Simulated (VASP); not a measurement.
Level of theory: PBE GGA, VASP's PBE PAW potentials (set 64) (plane waves; VASP).

Input for VASP

### INCAR
```
NELM = 100   ! most electronic steps
EDIFF = 1E-7
LASPH = .TRUE.
ENCUT = 520
LMAXMIX = 4
LCHARG = .FALSE.
ISMEAR = 0   ! Gaussian
GGA = PE   ! PBE
LORBIT = 11
SYSTEM = LiI
ALGO = Normal   ! blocked Davidson
LWAVE = .FALSE.
PREC = Accurate
LREAL = .FALSE.   ! projection in real space or not
ICHARG = 11
SIGMA = 0.05   ! width (eV)
```

**KPOINTS**
```
k-points along high-symmetry lines
15
Line-mode
Reciprocal
  0.000000   0.000000   0.000000 ! GAMMA
  0.500000   0.000000   0.500000 ! X

  0.500000   0.000000   0.500000 ! X
  0.625000   0.250000   0.625000 ! U

  0.375000   0.375000   0.750000 ! K
  0.000000   0.000000   0.000000 ! GAMMA

  0.000000   0.000000   0.000000 ! GAMMA
  0.500000   0.500000   0.500000 ! L

  0.500000   0.500000   0.500000 ! L
  0.500000   0.250000   0.750000 ! W

  0.500000   0.250000   0.750000 ! W
  0.500000   0.000000   0.500000 ! X
```

### POSCAR
```
LiI
1
    0.0000000000     3.0100000000     3.0100000000
    3.0100000000     0.0000000000     3.0100000000
    3.0100000000     3.0100000000     0.0000000000
Li I
1 1
Direct
  0.0000000000   0.0000000000   0.0000000000
  0.5000000000   0.5000000000   0.5000000000
```

POTCAR, in this order: Li_sv I (PBE.64 set). Program: vasp_std. Read from the step before: CHGCAR.

Output of the run:

OSZICAR:
```
       N       E                     dE             d eps       ncg     rms          rms(c)
DAV:   1     0.382715228984E+02    0.38272E+02   -0.36451E+03  1620   0.968E+02
DAV:   2    -0.350075809943E+01   -0.41772E+02   -0.39679E+02  2196   0.135E+02
DAV:   3    -0.528172820903E+01   -0.17810E+01   -0.17795E+01  2043   0.324E+01
DAV:   4    -0.533516183481E+01   -0.53434E-01   -0.53385E-01  2584   0.590E+00
DAV:   5    -0.533583077758E+01   -0.66894E-03   -0.66889E-03  2266   0.552E-01
DAV:   6    -0.533584148764E+01   -0.10710E-04   -0.10710E-04  2618   0.631E-02
DAV:   7    -0.533584156160E+01   -0.73960E-07   -0.73949E-07  2314   0.464E-03
   1 F= -.53358416E+01 E0= -.53358416E+01  d E =-.317376E-14
```

OUTCAR:
```
 val. band max:        2.0918014557   @ k =   0.0804   0.0804   0.1607

 cond. band min:       6.3414315291   @ k =   0.0000   0.0000   0.0000



 k-point     1 :       0.0000    0.0000    0.0000
  band No.  band energies     occupation
      1     -43.2947      2.00000
      2      -9.5457      2.00000
      3       2.0816      2.00000
      4       2.0816      2.00000
      5       2.0816      2.00000
      6       6.3414      0.00000
      7      10.3619      0.00000
      8      10.3619      0.00000
      9      10.3619      0.00000

 k-point     2 :       0.0357    0.0000    0.0357
  band No.  band energies     occupation
      1     -43.2947      2.00000
      2      -9.5381      2.00000
      3       2.0293      2.00000
      4       2.0628      2.00000
      5       2.0628      2.00000
      6       6.4137      0.00000
      7      10.2623      0.00000
      8      10.3730      0.00000
      9      10.3731      0.00000

 k-point     3 :       0.0714    0.0000    0.0714
  band No.  band energies     occupation
      1     -43.2947      2.00000
      2      -9.5155      2.00000
      3       1.8819      2.00000
      4       2.0083      2.00000
      5       2.0083      2.00000
      6       6.6205      0.00000
      7      10.0131      0.00000
      8      10.4092      0.00000
      9      10.4209      0.00000

 k-point     4 :       0.1071    0.0000    0.1071
  band No.  band energies     occupation
      1     -43.2947      2.00000
      2      -9.4785      2.00000
      3       1.6615      2.00000
      4       1.9229      2.00000
      5       1.9229      2.00000
      6       6.9375      0.00000
      7       9.6954      0.00000
      8       9.9153      0.00000
      9      10.4762      0.00000

 k-point     5 :       0.1429    0.0000    0.1429
  band No.  band energies     occupation
      1     -43.2946      2.00000
      2      -9.4283      2.00000
      3       1.3926      2.00000
      4       1.8137      2.00000
...
```

The density is held fixed in this step, so its total energy and stress have no physical meaning. Unless said otherwise, spin-orbit coupling is left out, though it shifts the bands of the heavy elements here.

The compound is LiI in the rock salt structure. The cell was not relaxed at this level.
